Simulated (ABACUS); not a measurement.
**CuO (Tenorite) under changes of volume**

One of the cells (10.135 Å³/atom); the others are scaled copies at fixed shape and fractional positions:

```
Cu O
1.0
     2.34185   -1.71130    0.00000
     2.34185    1.71130    0.00000
    -0.85003    0.00000    5.05787
Cu O
2 2
Direct
  0.50000 0.00000 0.50000
  0.00000 0.50000 0.00000
  0.41840 0.58160 0.75000
  0.58160 0.41840 0.25000
```

| Property | Result |
| --- | --- |
| Program | ABACUS 3.10.1 |
| Functional | PBEsol |
| Potentials or basis | PseudoDojo NC SR 0.4.1 PBEsol standard |
| Cutoff | 1252 eV |
| Density cutoff | 5007 eV |
| Basis | plane waves |
| k mesh | 10 × 10 × 5 |
| Occupations | fermi-dirac, width 0.05 eV |
| Spin | no spin polarisation |

```tsv
volume (Å³/atom)	energy over the lowest point (meV/atom)	pressure (GPa)	largest force (eV/Å)
9.527	?	?	?
9.730	3.42	4.8	0.243
9.932	0.00	0.7	0.311
10.135	1.50	-3.0	0.374
10.338	7.40	-6.2	0.431
10.540	17.20	-9.2	0.484
10.743	30.49	-11.8	0.532
```

**Question.** What does the run at 9.527 Å³/atom give?

**Answer.** Energy over the lowest point 12.38 meV/atom; pressure 9.4 GPa; largest force 0.168 eV/Å.

Worked out: A Birch-Murnaghan fit of order 3 (a polynomial in V^(-2/3)) to the other rows has its minimum at 9.97 Å³/atom with B0 = V·E''(V) = 188 GPa and B' = 4.8 at fixed shape and positions, which overstates the stiffness. It gives 12.43 meV/atom at 9.527 Å³/atom, against the run's 12.38, and -dE/dV = 9.5 GPa, against 9.4.

Energies are extrapolated to zero smearing.

Caveats: the run has no spin polarisation, though such a crystal can be magnetic.
